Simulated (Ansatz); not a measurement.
A calculation with Ansatz 0.2.0 of Te (native input, structure typed inline):

File input.yaml:

```yaml
crystal:
  lattice:
    - [2.3059043427, 1.331314493, 1.6909537039]
    - [-2.3059043427, 1.331314493, 1.6909537039]
    - [0.0, -2.662628986, 1.6909537039]
  atoms:
    - { symbol: Te, position: [0.5, 0.5, 0.5] }
hamiltonian:
  xc: r2scan
  pseudopotentials: { kind: paw_fr }
  dispersion: rvv10
magnetization:
  noncollinear: true
  spin_orbit: true
kpoints:
  mp_grid: { grid: [9, 9, 9] }
scf:
  occupations: { method: methfessel_paxton, width: 0.1 }
output:
  forces: true
  stress: true
  eigenvalues: true
```

Potentials or basis: Ansatz PAW.

Command:

```console
$ ansatz run input.yaml --threads 2 --pin off --max-ram 5120MiB --backend cpu --events-out ev --progress --plain --runs-dir out
```

This isn't the form of Te at room conditions, which is trigonal, of chains.

Write the same calculation in another form: ASE script, structure from a POSCAR.

As run:

File run.py:

```python
import json

import ase.io
import numpy as np

import ansatz as az

atoms = ase.io.read("POSCAR", format="vasp")

calculation = (
    az.Crystal.from_ase(atoms)
    .calculation()
    .kpoints(9, 9, 9)
    .functional("r2scan", dispersion="rvv10")
    .pseudopotentials(kind="paw_fr")
    .spin("noncollinear", soc=True)
    .occupations(method="methfessel_paxton", width=0.1)
    .density()
    .potential()
    .output_files(volumetric_format="npy")
    .electron_localization_function()
    .forces()
    .stress()
    .band_table(publish=True)
)
outcome = calculation.run(threads=2, events_out="events.jsonl")

report = outcome.report
for line in open("events.jsonl"):
    event = json.loads(line)
    if event["event"] == "scf_iter":
        d = event["data"]
        print(f"SCF {d['iter']:3d}  HF = {d['harris_foulkes_ev']:.6f} eV  dr2 = {d['dr2_ev']:.2e} eV")
    elif event["event"] in ("relax_step", "md_step"):
        d = event["data"]
        print(f"{event['event']} {d['step']:3d}  E = {d['lagrangian_ev']:.6f} eV")
np.set_printoptions(precision=5, suppress=True, linewidth=110)
print("converged:", report["converged"], "after", report["n_iterations"], "iterations")
print(f"free energy {report['free_energy_ev']:.6f} eV, Fermi level {report['fermi_energy_ev']:.4f} eV")
for key in ("band_edges_ev", "magnetization_mub", "site_moments_mub", "site_moments_nc_mub", "forces_ev_ang",
                "stress_gpa", "kpoints_frac", "eigenvalues_ev"):
    if report.get(key) is not None:
        print(key, np.array(report[key]), sep="\n")
```

File POSCAR:

```
Te
1.0
    2.3059043427      1.3313144930      1.6909537039
   -2.3059043427      1.3313144930      1.6909537039
    0.0000000000     -2.6626289860      1.6909537039
Te
1
Direct
    0.5000000000      0.5000000000      0.5000000000
```

Potentials or basis: Ansatz PAW.

Launch:

```bash
$ python run.py
```

Both were run:

|  | native input, structure typed inline | ASE script, structure from a POSCAR |
| --- | --- | --- |
| Pressure | 1.5 GPa | 1.5 GPa |
| Band gap on the k mesh | none (metal or under the smearing width) | none (metal or under the smearing width) |

Keys that steer only the numerical path or the files written may differ.

Caveat: the PAW data sets were made with another functional, which shifts forces and pressure a little.
